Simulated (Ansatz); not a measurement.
**Structure types of Lu compared at 51 GPa**

Structure types of Lu are relaxed in primitive cells with their symmetry kept at 51 GPa, on PAW files; LAPW relaxes the small cells further and takes the PAW cell for the others (marked *). The enthalpy is E + pV at zero temperature, without zero-point motion. Only the types listed were tried, and differences under about 5 meV/atom are mesh noise. The real phase may be another.

All numbers are PBE results (scalar-relativistic) from Ansatz 0.2.0, with Fermi–Dirac smearing of 0.08 eV, no spin polarisation. Methods: LAPW: all electrons, basis error target 0.5 meV/atom; PAW: frozen-core files, cutoff 420 eV.

k meshes: fcc 16×16×16, bcc 16×16×16, hcp 15×15×8, simple hexagonal 16×16×14, dhcp 12×12×4, sc 14×14×14.

Spin–orbit coupling is left out, which matters for the heavy atoms.

Question: Order the types by LAPW enthalpy, lowest first.
A. simple hexagonal
B. hcp
C. sc
D. dhcp
E. bcc
F. fcc

Answer: D (0 meV/atom), F (16 meV/atom), B (46 meV/atom), E (199 meV/atom), A (627 meV/atom), C (1132 meV/atom).

```tsv
start type	ends as	a, b, c (Å)	V (Å³/atom)	H − H(lowest), LAPW (meV/atom)	same, PAW
fcc	fcc, Fm-3m	4.130, 4.130, 4.130	17.61	15.6	15.6
bcc	bcc, Im-3m	3.277, 3.277, 3.277	17.60	199.1	199.0
hcp	hcp, P6_3/mmc	2.930, 2.930, 4.758	17.68	45.7	45.7
simple hexagonal	simple hexagonal, P6/mmm	2.778, 2.778, 2.649	17.70	627.3	627.0
dhcp*	dhcp, P6_3/mmc	2.933, 2.933, 9.455	17.61	0.0	0.0
sc	sc, Pm-3m	2.610, 2.610, 2.610	17.77	1132.3	1131.3
```

Question: Split the lead of dhcp over fcc into energy and pV.

Answer: For fcc less dhcp: ΔE = +16.6 meV/atom, and p·ΔV = 51 GPa × -0.0030 Å³ × 6.242 meV/(GPa·Å³) = -1.0 meV/atom, together 15.6 meV/atom. dhcp wins by its internal energy, though it is the less dense.
